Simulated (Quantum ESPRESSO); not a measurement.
A run of Quantum ESPRESSO 7.5 is set up as follows.

Contents of pw.in:

```
&CONTROL
  calculation = 'scf'
  prefix = 'pwscf'
  outdir = './tmp'
  pseudo_dir = './pseudo'
  tprnfor = .true.
  tstress = .true.
  disk_io = 'nowf'
/
&SYSTEM
  ibrav = 0
  nat = 2
  ntyp = 2
  ecutwfc = 45
  ecutrho = 360
  nbnd = 14
  occupations = 'smearing'
  smearing = 'fd'
  degauss = 0.00367493
/
&ELECTRONS
  conv_thr = 4d-10
  electron_maxstep = 120
  mixing_beta = 0.5
/
ATOMIC_SPECIES
Zr    91.2240 zr_pbesol_v1.uspp.F.UPF
C     12.0110 c_pbesol_v1.2.uspp.F.UPF
CELL_PARAMETERS angstrom
   0.0000000000    2.3650000000    2.3650000000
   2.3650000000    0.0000000000    2.3650000000
   2.3650000000    2.3650000000    0.0000000000
ATOMIC_POSITIONS crystal
Zr     0.4901410000    0.4959120000    0.5064160000
C     -0.0109390000   -0.0047220000    0.0215780000
K_POINTS automatic
10 10 10 0 0 0
```

Potentials or basis: GBRV 1.5 PBEsol.

Command:

```bash
$ OMP_NUM_THREADS=1 mpirun -n 2 pw.x -nk 2 -in pw.in > pw.out
```

(1) Estimate the pressure.

(2) What does it give for the largest force?

## Answers

(1) -8.4 GPa.

(2) 0.310 eV/Å.
